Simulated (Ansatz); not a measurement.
## Response of TaN to small distortions

```
Ta N
1.0
     5.18500    0.00000    0.00000
    -2.59250    4.49034    0.00000
     0.00000    0.00000    2.90800
Ta N
3 3
Direct
  0.00000 0.00000 0.00000
  0.33333 0.66667 0.50000
  0.66667 0.33333 0.50000
  0.50000 0.00000 0.00000
  0.50000 0.50000 0.00000
  0.00000 0.50000 0.00000
```

Atoms are numbered in the order listed.

Conventional cell: a = 5.185 Å, b = 5.185 Å, c = 2.908 Å, α = 90.00°, β = 90.00°, γ = 120.00°. Ta (atom 1) has 6 N at 2.59 Å and 2 Ta at 2.91 Å as nearest neighbours. Ta (atom 2) has 6 N at 2.09 Å as nearest neighbours. Around N (atom 4) lie 4 Ta at 2.09 Å.

The cell comes from COD entry 1539256, which wasn't checked; take it as a given geometry.

No spin–orbit coupling, which matters for the heavy atoms here.

Theory: DFT, LDA, all-electron LAPW, scalar-relativistic (Ansatz 0.2.0).

The runs use a Γ-centred 5×5×8 k mesh, Fermi–Dirac smearing of 0.03 eV, basis error target 0.5 meV/atom, no spin polarisation.

The unchanged cell is at -4.76 GPa.

In a metal, stresses and small energies carry noise from the k mesh.

x, y and z are the Cartesian axes of the cell as listed; fractional coordinates follow a strain, and an engineering shear is twice the off-diagonal strain component.

Task: With this change (equal xy, yz and zx engineering shear strains of -3 %), what becomes of the energy and stress and forces?

Result: Energy change +17 meV/atom; stress change (xx, yy, zz, yz, xz, xy) 0.70, 0.95, 1.01, 6.23, 6.26, 3.76 GPa, compression positive; change of the force on Ta2 (0.471, 0.000, 0.068) eV/Å.

Task: With this change (equal xy, yz and zx engineering shear strains of -1 %), what becomes of the energy and stress and forces?

Result: Energy change +2 meV/atom; stress change (xx, yy, zz, yz, xz, xy) 0.07, 0.16, 0.04, 2.02, 2.02, 1.13 GPa, compression positive; change of the force on Ta2 (0.137, 0.000, 0.006) eV/Å.

Task: With this change (equal xy, yz and zx engineering shear strains of +2 %), what becomes of the energy and stress and forces?

Result: Energy change +7 meV/atom; stress change (xx, yy, zz, yz, xz, xy) 0.29, 0.52, 0.29, -3.93, -3.94, -2.25 GPa, compression positive; change of the force on Ta2 (-0.225, -0.001, 0.023) eV/Å.
